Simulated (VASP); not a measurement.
# PtS2 (P-3m1) in VASP: further runs

The runs below take PtS2 through relaxation of cell and atoms, with PBE+D3(BJ).

Program: VASP 6.6.1. These are calculated values, not measurements. Logs are shortened: lines on timing, memory, paths and dates and some standing lists are left out, and cuts for length are marked.

### Step 1. Starting point

Symmetry: P-3m1, No. 164, trigonal system. Conventional cell: a = 3.543 Å, b = 3.543 Å, c = 5.039 Å, α = 90.00°, β = 90.00°, γ = 120.00°. Around Pt (site symmetry -3m) lie 6 S at 2.34 Å. Around S (site symmetry 3m) lie 3 Pt at 2.34 Å.

### Step 2. Relaxation of cell and atoms, PBE+D3(BJ)

Input file INCAR:

```
SYSTEM = PtS2
  PREC = Accurate
  ENCUT = 600
  EDIFF = 1E-6
  ISMEAR = 0
  SIGMA = 0.03
  LREAL = .False.
  LASPH = .True.
  NELM = 80
  ALGO = Normal
  ISIF = 3
  LWAVE = .False.
  LCHARG = .False.
  GGA = PE
  IVDW = 12
  IBRION = 2
  NSW = 90
  EDIFFG = -0.01
```

Input file KPOINTS:

```
regular mesh
0
Gamma
  9 9 5
  0 0 0
```

Input file POSCAR:

```
PtS2
1.0
    3.5432000000      0.0000000000      0.0000000000
   -1.7716000000      3.0685012100      0.0000000000
    0.0000000000      0.0000000000      5.0388000000
Pt S
1 2
Direct
    0.0000000000      0.0000000000      0.0000000000
    0.3333333300      0.6666666700      0.2270000000
    0.6666666700      0.3333333300      0.7730000000
```

Potentials or basis: VASP PAW PBE potentials, release 64 (Pt, S).

Launch:

```console
$ cat potpaw_PBE.64/Pt/POTCAR potpaw_PBE.64/S/POTCAR > POTCAR
$ mpirun -np 1 vasp_std > vasp.out
```

OUTCAR:

```text
SYSTEM = PtS2
   PREC = Accurate
   ENCUT = 600
   EDIFF = 1E-6
   ISMEAR = 0
   LREAL = .False.
   LASPH = .True.
   NELM = 80
   ISIF = 3
   GGA = PE
   IVDW = 12
   IBRION = 2
   NSW = 90
   EDIFFG = -0.01
 IVDW          = 12

 ion  position               nearest neighbor table
   1  0.000  0.000  0.000-   2 2.34   3 2.34   2 2.34   3 2.34   3 2.34   2 2.34
   2  0.333  0.667  0.227-   1 2.34   1 2.34   1 2.34
   3  0.667  0.333  0.773-   1 2.34   1 2.34   1 2.34

  LATTYP: Found a hexagonal cell.
 ALAT       =     3.5432000000
 C/A-ratio  =     1.4221043125

  Lattice vectors:

 A1 = (   3.5432000000,   0.0000000000,   0.0000000000)
 A2 = (  -1.7716000000,   3.0685012100,   0.0000000000)
 A3 = (   0.0000000000,   0.0000000000,   5.0388000000)

Analysis of symmetry for initial positions (statically):
=====================================================================
 Subroutine PRICEL returns:
 Original cell was already a primitive cell.

 Routine SETGRP: Setting up the symmetry group for a
 hexagonal supercell.

 Subroutine GETGRP returns: Found 12 space group operations
 (whereof 12 operations were pure point group operations)
 out of a pool of 24 trial point group operations.

The static configuration has the point symmetry D_3d.

Analysis of symmetry for dynamics (positions and initial velocities):
=====================================================================
 Subroutine PRICEL returns:
 Original cell was already a primitive cell.

 Routine SETGRP: Setting up the symmetry group for a
 hexagonal supercell.

 Subroutine GETGRP returns: Found 12 space group operations
 (whereof 12 operations were pure point group operations)
 out of a pool of 24 trial point group operations.

The dynamic configuration has the point symmetry D_3d.

 Subroutine INISYM returns: Found 12 space group operations
 (whereof 12 operations are pure point group operations),
 and found     1 'primitive' translations

----------------------------------------------------------------------------------------

                                     Primitive cell

  volume of cell :      54.7834

  direct lattice vectors                    reciprocal lattice vectors
     3.543200000  0.000000000  0.000000000     0.282230752  0.162946001  0.000000000
    -1.771600000  3.068501210  0.000000000     0.000000000  0.325892001  0.000000000
     0.000000000  0.000000000  5.038800000     0.000000000  0.000000000  0.198459951

  length of vectors
     3.543200000  3.543199999  5.038800000     0.325892001  0.325892001  0.198459951

  position of ions in fractional coordinates (direct lattice)
     0.000000000  0.000000000  0.000000000
     0.333333330  0.666666670  0.227000000
     0.666666670  0.333333330  0.773000000
[... 92 lines left out ...]
   EFERMI =   0.00;   METHOD = LEGACY
   ISMEAR =     0;   SIGMA  =   0.03  broadening in eV -4-tet -1-fermi 0-gaus
   EFERMI_NEDOS =   21; number of points for ismear=-14 and -15
   IALGO  =     38    algorithm
   IMIX   =      4    mixing-type and parameters
     AMIX     =   0.40;   BMIX     =  1.00
     AMIX_MAG =   1.60;   BMIX_MAG =  1.00
  volume/ion in A,a.u.               =      18.26       123.23
  Fermi-wavevector in a.u.,A,eV,Ry     =   1.207812  2.282434 19.848315  1.458810
  Thomas-Fermi vector in A             =   2.343439
   LORBIT       =      0    0 simple, 1 ext, 2 COOP (PROOUT), +10 PAW based schemes
   GGA     = PE    functional components
   LHFCALC =     F    Hartree Fock is set to
   AEXX    =    0.0000 exact exchange contribution
   IVDW    =    12    specifies the selected vdW correction
   LEPSILON=     F    determine dielectric tensor
   LRPA    =     F    only Hartree local field effects (RPA)
 conjugate gradient relaxation of ions
 non-spin polarized calculation
 Gauss-broadening in eV      SIGMA  =   0.03
  energy-cutoff  :      600.00
  volume of cell :       54.78
 maximum number of plane-waves:      1863
   NGX = 15   NGY = 15   NGZ = 21

--------------------------------------- Ionic step        1  -------------------------------------------

 number of electron      22.0000001 magnetization

 Free energy of the ion-electron system (eV)
  ---------------------------------------------------
  ext. energy  EPLUGINS =         0.00000000
  ---------------------------------------------------
  free energy    TOTEN  =       -15.27196503 eV

  energy without entropy =      -15.27196503  energy(sigma->0) =      -15.27196503

------------------------ aborting loop because EDIFF is reached ----------------------------------------

 Edisp (eV)   -1.26777

 E8    (eV) :    -0.5069
[... 108 lines left out ...]
  FREE ENERGIE OF THE ION-ELECTRON SYSTEM (eV)
  ---------------------------------------------------
  free  energy   TOTEN  =       -16.6187207281 eV

  energy  without entropy=      -16.6187207281  energy(sigma->0) =      -16.61872073

[... ionic steps 4 to 16 ...]

--------------------------------------- Ionic step       17  -------------------------------------------

 number of electron      21.9999997 magnetization

------------------------ aborting loop because EDIFF is reached ----------------------------------------
[... 77 lines left out ...]
--------------------------------------- Ionic step       19  -------------------------------------------

 number of electron      21.9999997 magnetization

 Free energy of the ion-electron system (eV)
  ---------------------------------------------------
  ext. energy  EPLUGINS =         0.00000000
  ---------------------------------------------------
  free energy    TOTEN  =       -15.31918552 eV

  energy without entropy =      -15.31918538  energy(sigma->0) =      -15.31918545

 E-fermi :   8.0389     XC(G=0): -11.0306

 val. band max:        7.9628271482   @ k =   0.0000   0.0000   0.0000
 cond. band min:       8.1290394438   @ k =  -0.1111   0.3333   0.4000
 fundamental gap:      0.1662122957
 Fermi energy:         8.0388818826

 k-point     1 :       0.0000    0.0000    0.0000
  band No.  band energies     occupation
      1      -8.0099      2.00000
      2      -4.6057      2.00000
      3       0.3139      2.00000
      4       0.8541      2.00000
      5       0.8541      2.00000
      6       3.6977      2.00000
      7       3.6977      2.00000
      8       5.4545      2.00000
      9       6.3476      2.00000
     10       6.3476      2.00000
     11       7.9628      1.99966
     12       9.1399      0.00000
     13       9.1399      0.00000
     14      11.5955      0.00000
[... 401 lines left out ...]
      2      -5.3185      2.00000
      3       0.7310      2.00000
      4       1.2550      2.00000
      5       1.8359      2.00000
      6       2.4837      2.00000
      7       3.2475      2.00000
      8       4.3664      2.00000
      9       5.5031      2.00000
     10       5.8745      2.00000
     11       7.0885      2.00000
     12       8.3635      0.00000
     13       9.1505      0.00000
     14      12.8344      0.00000
     15      14.4812      0.00000

 [... further k-points ...]

------------------------ aborting loop because EDIFF is reached ----------------------------------------

 Edisp (eV)   -1.35198

 E8    (eV) :    -0.5427
[... 26 lines left out ...]
  FREE ENERGIE OF THE ION-ELECTRON SYSTEM (eV)
  ---------------------------------------------------
  free  energy   TOTEN  =       -16.6711695164 eV

  energy  without entropy=      -16.6711693700  energy(sigma->0) =      -16.67116944

 reached required accuracy - stopping structural energy minimisation
```

OSZICAR:

```text
N       E                     dE             d eps       ncg     rms          rms(c)
DAV:   1     0.129508620024E+03    0.12951E+03   -0.11505E+04  1516   0.147E+03
DAV:   2    -0.107185352578E+02   -0.14023E+03   -0.13722E+03  1878   0.266E+02
DAV:   3    -0.166052470855E+02   -0.58867E+01   -0.58595E+01  1997   0.579E+01
[... 168 lines left out ...]
DAV:   3    -0.153192200209E+02    0.12239E-03   -0.22903E-04  1605   0.170E-01    0.547E-02
DAV:   4    -0.153191886340E+02    0.31387E-04   -0.16728E-04  1584   0.793E-02    0.239E-02
DAV:   5    -0.153191873057E+02    0.13283E-05   -0.49941E-06  1773   0.217E-02    0.154E-02
DAV:   6    -0.153191855721E+02    0.17335E-05   -0.13274E-06  1065   0.992E-03    0.187E-03
DAV:   7    -0.153191855240E+02    0.48137E-07   -0.19147E-07   757   0.358E-03
  19 F= -.16671170E+02 E0= -.16671169E+02  d E =-.188770E-04
```

Wall time 2.9 min (1 thread of Intel Xeon 6975P-C (Granite Rapids), shared host); peak memory 0.23 GiB.

Results:

- Free energy: -16.6712 eV
- Relaxed volume: 17.30 Å³/atom
- Relaxed cell: a = 3.579 Å, b = 3.579 Å, c = 4.681 Å, α = 90.00°, β = 90.00°, γ = 120.00°
- Space group after relaxing (to 0.05 Å): P-3m1 (No. 164)
- Energy gained by relaxing: 43.8 meV/atom
- Ionic steps: 19
- Pressure after relaxing: 0.0 GPa
- Largest force after relaxing: 0.003 eV/Å
- Band gap on the k mesh: 0.17 eV, indirect (least direct gap 0.94 eV)
- Dispersion energy per atom: -0.451 eV

Forces on the atoms (eV/Å):
```
Pt   0.000  0.000  0.000
S    0.000  0.000  0.003
S    0.000  0.000 -0.003
```

The path:
```csv
step,energy change (eV),largest force (eV/Å),pressure (GPa),volume (Å³)
1,0.0000,1.2457,7.29,54.78
2,0.1353,0.9046,-11.33,61.64
3,-0.0790,0.3172,-1.13,57.21
4,-0.0791,0.3407,-0.91,57.13
5,-0.0925,0.2305,-0.65,56.62
6,-0.1002,0.0717,-0.26,55.91
7,-0.1003,0.0581,-0.22,55.85
8,-0.1049,0.0603,-0.18,55.47
9,-0.1170,0.0691,0.02,54.32
10,-0.1302,0.0954,0.85,52.01
11,-0.1248,0.2079,-2.36,52.53
12,-0.1313,0.0061,-0.09,52.16
13,-0.1313,0.0037,-0.12,52.16
14,-0.1314,0.0002,-0.11,52.09
15,-0.1314,0.0049,-0.13,52.00
16,-0.1314,0.0138,-0.13,51.84
17,-0.1314,0.0066,-0.12,51.96
18,-0.1313,0.0334,0.40,51.78
19,-0.1314,0.0033,0.01,51.91
```

Final structure:
```cif
data_structure
_symmetry_space_group_name_H-M 'P 1'
_symmetry_Int_Tables_number 1
_cell_length_a 3.5786
_cell_length_b 3.5786
_cell_length_c 4.6807
_cell_angle_alpha 90.000
_cell_angle_beta 90.000
_cell_angle_gamma 120.000
_cell_volume 51.91
loop_
_atom_site_label
_atom_site_type_symbol
_atom_site_fract_x
_atom_site_fract_y
_atom_site_fract_z
_atom_site_occupancy
Pt1 Pt 0.00000 0.00000 0.00000 1
S1 S 0.33333 0.66667 0.25757 1
S2 S 0.66667 0.33333 0.74243 1
```

Levels at points of the mesh, in eV from the valence-band top:
```csv
k point,band 7,band 8,band 9,band 10,band 11,band 12,band 13,band 14,band 15
"(0.00, 0.00, 0.00)",-4.27,-2.51,-1.62,-1.62,0.00,1.18,1.18,3.63,5.01
```

Caveat: spin-orbit coupling is left out, which moves the levels of the heavy elements; an odd mesh through Γ misses points on the zone boundary, where band edges often lie.

(Part 1 of 2 ends here.)
